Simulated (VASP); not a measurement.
Crystal: HfS2.

```
CELL_PARAMETERS angstrom
3.65810 0.00000 0.00000
-1.82905 3.16801 0.00000
0.00000 0.00000 6.06858
ATOMIC_POSITIONS crystal
Hf 0.00000 0.00000 0.00000
S 0.66667 0.33333 0.75686
S 0.33333 0.66667 0.24314
```

The cell is a database's computed one.

The cell isn't the ideal one: a relaxed cell with its volume scaled by 1.06.

```yaml
Program: VASP 6.6.1
Task: relaxation of shape and atoms at fixed volume
Functional: PBEsol
Potentials_or_basis: VASP PAW PBE potentials, release 64 (Hf_pv, S)
Cutoff: 600 eV
k_mesh: 9 × 9 × 5
Occupations: gaussian, width 0.03 eV
Spin: no spin polarisation
```

At the start: pressure -5.3 GPa; volume 23.44 Å³/atom.

Problem. Where does the relaxation end?

Solution. Over 6 steps the energy falls by 20.4 meV/atom; space group P-3m1 (No. 164, to 0.05 Å).

Step by step:
| step | energy change (eV) | largest force (eV/Å) | pressure (GPa) |
| --- | --- | --- | --- |
| 1 | 0.0000 | 0.6800 | -5.26 |
| 2 | -0.0354 | 0.3397 | -3.52 |
| 3 | -0.0491 | 0.0334 | -1.58 |
| 4 | -0.0583 | 0.0141 | -1.03 |
| 5 | -0.0611 | 0.0104 | -0.50 |
| 6 | -0.0611 | 0.0094 | -0.52 |

Final structure:
```
Hf S
1.0
     3.59897    0.00000    0.00000
    -1.79948    3.11680    0.00000
     0.00000    0.00000    6.26962
Hf S
1 2
Direct
  0.00000 0.00000 0.00000
  0.66667 0.33333 0.76968
  0.33333 0.66667 0.23032
```

Caveat: the PAW data sets were made with another functional, which shifts forces and pressure a little; this functional lacks dispersion, which binds the layers, so the pressure and a relaxed spacing across them are unreliable.
